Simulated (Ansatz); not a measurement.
**Si2W under changes of volume**

One of the cells (13.479 Å³/atom); the others are scaled copies at fixed shape and fractional positions:

```
CELL_PARAMETERS angstrom
-1.60690 1.60690 3.91495
1.60690 -1.60690 3.91495
1.60690 1.60690 -3.91495
ATOMIC_POSITIONS crystal
W 0.00000 0.00000 0.00000
Si 0.66530 0.66530 0.00000
Si 0.33470 0.33470 0.00000
```

| Property | Result |
| --- | --- |
| Program | Ansatz 0.2.0 |
| Functional | PBEsol |
| Potentials or basis | all-electron LAPW, scalar-relativistic |
| Cutoff | 239 eV (chosen from the basis error) |
| Basis error allowed | 0.001 eV/atom |
| k mesh | 12 × 12 × 12 |
| Occupations | fermi-dirac, width 0.05 eV |
| Spin | no spin polarisation |

```tsv
volume (Å³/atom)	energy over the lowest point (meV/atom)	pressure (GPa)	largest force (eV/Å)
12.670	28.05	14.0	0.193
12.939	9.59	8.1	0.132
13.209	0.56	2.8	0.074
13.479	0.00	-2.0	0.019
13.748	?	?	?
14.018	20.90	-10.1	0.079
14.287	40.89	-13.6	0.125
```

**Question.** What does the run at 13.748 Å³/atom give?

**Answer.** Energy over the lowest point 7.05 meV/atom; pressure -6.3 GPa; largest force 0.031 eV/Å.

Worked out: A Birch-Murnaghan fit of order 3 (a polynomial in V^(-2/3)) to the other rows has its minimum at 13.36 Å³/atom with B0 = V·E''(V) = 235 GPa and B' = 4.3 at fixed shape and positions, which overstates the stiffness. It gives 7.02 meV/atom at 13.748 Å³/atom, against the run's 7.05, and -dE/dV = -6.3 GPa, against -6.3.

Energies are extrapolated to zero smearing.
